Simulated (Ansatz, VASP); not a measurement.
# Two plane-wave programs on InP

```
In P
1.0
     0.00000    2.85500    2.85500
     2.85500    0.00000    2.85500
     2.85500    2.85500    0.00000
In P
1 1
Direct
  0.99562 0.99562 0.00438
  0.50000 0.50000 0.50000
```

Change from the starting cell: all In atoms moved +0.025 Å, as atom 1 towards its neighbour atom 2 (P) at 2.855 Å.

Alike in both runs: task single point; functional PBE; k mesh 14 × 14 × 14; occupations gaussian, width 0.15 eV; no spin polarisation.

|  | VASP | Ansatz |
| --- | --- | --- |
| version | VASP 6.6.1 | Ansatz 0.2.0 |
| potentials or method | VASP PAW PBE potentials, release 64 (In_d, P) | scalar-relativistic, plane waves, PAW |
| plane-wave cutoff (eV) | 520 | 420 |
| valence electrons in the cell | 18 | 18 |

|  | VASP | Ansatz | Ansatz less VASP |
| --- | --- | --- | --- |
| gap on the k mesh at the Fermi level (eV) | none | none | - |
| pressure (GPa) | -5.3 | -5.3 | +0.04 |
| rms of the force components (eV/Å) | 0.012 | 0.012 | 0.0000 |

Atom by atom the forces differ by 0.000 eV/Å (rms over components). A gap of «none» marks a metal or a gap that the smearing closes. The functional is the same, so the differences come from potentials, cutoffs and numerics.
